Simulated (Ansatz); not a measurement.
An input for Ansatz 0.2.0 (MoS2 (P6_3/mmc)):

```yaml
crystal:
  lattice:
    - [3.169, 0.0, 0.0]
    - [-1.5845, 2.7444345046, 0.0]
    - [0.0, 0.0, 12.324]
  atoms:
    - { symbol: Mo, position: [0.3333333333, 0.6666666667, 0.25] }
    - { symbol: Mo, position: [0.6666666667, 0.3333333333, 0.75] }
    - { symbol: S, position: [0.3333333333, 0.6666666667, 0.6232732618] }
    - { symbol: S, position: [0.6666666667, 0.3333333333, 0.1232732618] }
    - { symbol: S, position: [0.3333333333, 0.6666666667, 0.8767267382] }
    - { symbol: S, position: [0.6666666667, 0.3333333333, 0.3767267382] }
kpoints:
  mp_grid: { grid: [6, 6, 2] }
  band_path:
    path:
      - [0.0, 0.0, 0.0]
      - [0.5, 0.0, 0.0]
      - [0.33333333, 0.33333333, 0.0]
      - [0.0, 0.0, 0.5]
      - [0.5, 0.0, 0.5]
      - [0.33333333, 0.33333333, 0.5]
      - [0.1666666667, 0.1666666667, 0.0]
    npoints: 1
hamiltonian:
  xc: hse06
scf:
  occupations: { method: fixed }
  n_extra_bands: 6
output:
  eigenvalues: true
```

The database entry behind the starting cell differs from later determinations by our own check (about 0.3 % long), so it need not match the best structure at ambient conditions.

```sh
ansatz run input.yaml --threads 3 --pin off --max-ram 92160MiB --backend cuda --events-out ev --progress --plain --runs-dir out --devices 1 --max-vram 13GiB
```

**Question.** Estimate wall time and host memory on 1 × NVIDIA H100 80GB HBM3 (shared by 6 runs) with 3 threads of AMD EPYC 7R13 (Zen 3), shared host.

It took 25 s; on shared hardware allow 13 s to 50 s. Peak host memory was 1.3 GiB. The sizes that set the cost: 2081 plane waves a state, 14 irreducible k points and 16 SCF cycles.

Exact exchange couples every pair of k points and filled bands, so it costs far more than a semilocal run.

[Paths, hosts, dates, memory and timing lines, banners, echoed tables and standing remarks are left out of the program output.]

[Logs are printed without paths, hosts, clocks, repeated set-up lines and the standing remarks that a program may print on its own settings, such as how far it seeks lower states.]

[Runs of the session that timed out or met a known fault of the program may be left out.]

[Cells called generated may have been cut or substituted from an entry of the Crystallography Open Database or the Materials Project.]

[Hosts, paths, dates, database ids (printed as entryN), source tags and the programs' standing remarks are cut or masked in the printed files.]
